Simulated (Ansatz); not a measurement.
# Computed properties of TaN

```yaml
crystal:
  lattice:
    - [3.04800, 0.00000, 0.00000]
    - [-1.52400, 2.63965, 0.00000]
    - [0.00000, 0.00000, 4.91800]
  atoms:
    - { symbol: Ta, position: [0.00000, 0.00000, 0.00000] }
    - { symbol: Ta, position: [0.00000, 0.00000, 0.50000] }
    - { symbol: N, position: [0.33333, 0.66667, 0.25000] }
    - { symbol: N, position: [0.66667, 0.33333, 0.75000] }
```

Atoms are numbered in the order listed.

The geometry is COD entry 1523630, unchecked; take it as a test cell.

No spin–orbit coupling, which matters for the heavy atoms here.

Levels of theory: DFT, PBE, all-electron LAPW, scalar-relativistic (Ansatz 0.2.0); DFT, PBE, PAW with Ansatz's default frozen-core files, scalar-relativistic (Ansatz 0.2.0).

For LAPW: a Γ-centred 9×9×5 k mesh, Fermi–Dirac smearing of 0.01 eV, basis error target 0.5 meV/atom, no spin polarisation. PAW takes a cutoff of 420 eV at this cell. The Ansatz runs share mesh, smearing and spin set-up. Values come from LAPW unless marked.

| Property | Result |
| --- | --- |
| Pressure at this cell | 59.2 GPa |
| Band gap | none: bands cross the Fermi level, a metal |
| Stress xx, yy, zz (compression positive) | 31.00, 31.00, 115.50 GPa |
| Density of states at the Fermi level (0.2 eV bin) | 1.80 states/eV per cell |
| Löwdin charges (with 0.13 e of the cell spilling out of the atomic basis, so their sizes and signs hang on that basis) | Ta1 0.73, N3 -0.66 e |
| Bader charges (from the PAW run) | Ta1 +1.74, N3 -1.74 e |
| Volume per atom | 9.89 Å³ |
